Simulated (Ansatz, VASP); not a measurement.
# One calculation of Ni, two programs

Contents of INCAR:

```
PREC = Accurate
ENCUT = 520
EDIFF = 1E-7
ISMEAR = 0
SIGMA = 0.05
LREAL = F
LASPH = T
NELM = 80
ALGO = Normal
ISIF = 2
LWAVE = F
LCHARG = T
LELF = T
LVHAR = T
NBANDS = 11
```

File KPOINTS:

```
regular mesh
0
Gamma
  22 22 22
```

Contents of POSCAR:

```
Ni
1.0
    0.0000000000      1.7123229041      1.7123229041
    1.7123229041      0.0000000000      1.7123229041
    1.7123229041      1.7123229041      0.0000000000
Ni
1
Direct
    0.0000000000      0.0000000000      0.0000000000
```

Input for Ansatz:

```yaml
crystal:
  lattice:
    - [0.0, 1.7123229041, 1.7123229041]
    - [1.7123229041, 0.0, 1.7123229041]
    - [1.7123229041, 1.7123229041, 0.0]
  atoms:
    - { symbol: Ni, position: [0.0, 0.0, 0.0] }
basis:
  ecutwfc: 420
  ecutrho_ratio: 4
kpoints:
  mp_grid: { grid: [22, 22, 22] }
hamiltonian:
  xc: lda
scf:
  occupations: { method: gaussian, width: 0.05 }
output:
  forces: true
  stress: true
  eigenvalues: true
```

Alike in both runs: task single point; functional LDA; k mesh 22 × 22 × 22; occupations gaussian, width 0.05 eV; no spin polarisation.

|  | VASP | Ansatz |
| --- | --- | --- |
| version | VASP 6.6.1 | Ansatz 0.2.0 |
| potentials or method | VASP PAW LDA potentials, release 64 (Ni) | scalar-relativistic, plane waves, PAW |
| plane-wave cutoff (eV) | 520 | 420 |
| valence electrons in the cell | 10 | 18 |

VASP gave:

- gap on the k mesh at the Fermi level (eV): none
- pressure (GPa): -1.6

Task: What did Ansatz give for the same quantities?

Result: gap on the k mesh at the Fermi level (eV): none; pressure (GPa): -1.5.

A gap of «none» marks a metal or a gap that the smearing closes. The two sets of potentials don't hold the same shells in valence.

Caveats: the run has no spin polarisation, though such a crystal can be magnetic. Spin polarisation is off, so any magnetic state and its effect on volume and gap are missing.
